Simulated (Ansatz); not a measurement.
**What a trial cell of Be relaxes into**

The calculation used DFT PBE, scalar-relativistic, plane waves, PAW (Ansatz 0.2.0). Cutoff 420 eV, Γ-centred k mesh, Gaussian smearing, no spin polarisation in the final step.

The start is a random cell of Be with space group Cccm (No. 66), drawn with lower limits on the distances.

```yaml
crystal:
  lattice:
    - [1.70042, -3.12420, 0.00000]
    - [1.70042, 3.12420, 0.00000]
    - [0.00000, 0.00000, 3.66216]
  atoms:
    - { symbol: Be, position: [0.88059, 0.21393, 0.00000] }
    - { symbol: Be, position: [0.21393, 0.88059, 0.50000] }
    - { symbol: Be, position: [0.11941, 0.78607, 0.00000] }
    - { symbol: Be, position: [0.78607, 0.11941, 0.50000] }
```

Cell and atoms relax at zero pressure; the relaxation can't lower the symmetry of the start. After a coarse first stage the cell is made exact in the group found at 0.06 Å.

Energies count from the standard state of Be at the same level.

(1) Describe the relaxed structure.

(2) What are its volume, energy, density and gap?

Results:

(1) It ends in Cmmm (No. 65). Conventional cell: a = 2.489 Å, b = 7.664 Å, c = 2.053 Å. Be has 5 Be at 2.05–2.17 Å and 2 Be at 2.49 Å.

Space group Cmmm (No. 65). a = 2.489 Å, b = 7.664 Å, c = 2.053 Å, α = 90.00°, β = 90.00°, γ = 90.00°
```json
{"atom": "Be", "site": "4i", "symmetry": "m2m", "x": "0.0000", "y": "0.1339", "z": "0.0000"}
```

(2) The volume per atom is 9.79 Å³, the density is 1.53 g/cm³ and the energy over the standard structure is 0.78 eV/atom. The gap on the 22×22×28 mesh is 0 eV (a metal).

The final run used a 22×22×28 mesh on its 2-atom cell and 0.10 eV smearing. For metals, differences of a few meV/atom aren't resolved. Symmetry constrained the relaxation, so the result can be a saddle point.